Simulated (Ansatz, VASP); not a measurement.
Two plane-wave programs on Si3C

```
C Si
1.0
     3.47761    0.00000    0.00000
     0.00000    3.47761    0.00000
     0.00000    0.00000    5.07287
C Si
1 3
Direct
  0.00000 0.00000 0.00000
  0.00000 0.50000 0.20212
  0.50000 0.50000 0.50000
  0.50000 0.00000 0.79788
```

Alike in both runs: task single point; functional PBE; k mesh 6 × 6 × 4; occupations fermi-dirac, width 0.02 eV; no spin polarisation.

|  | VASP | Ansatz |
| --- | --- | --- |
| version | VASP 6.6.1 | Ansatz 0.2.0 |
| potentials or method | VASP PAW PBE potentials, release 64 (C, Si) | plane waves, PAW |
| plane-wave cutoff (eV) | 520 | 420 |
| valence electrons in the cell | 16 | 16 |

VASP gave:

```
pressure (GPa)                                  : -3.6
largest component of the traceless stress (GPa) : 0.16
rms of the force components (eV/Å)              : 0.010
```

Question: Which values does Ansatz return?

Answer: Pressure (GPa): -3.6; largest component of the traceless stress (GPa): 0.15; rms of the force components (eV/Å): 0.003.

Atom by atom the forces differ by 0.006 eV/Å (rms over components).
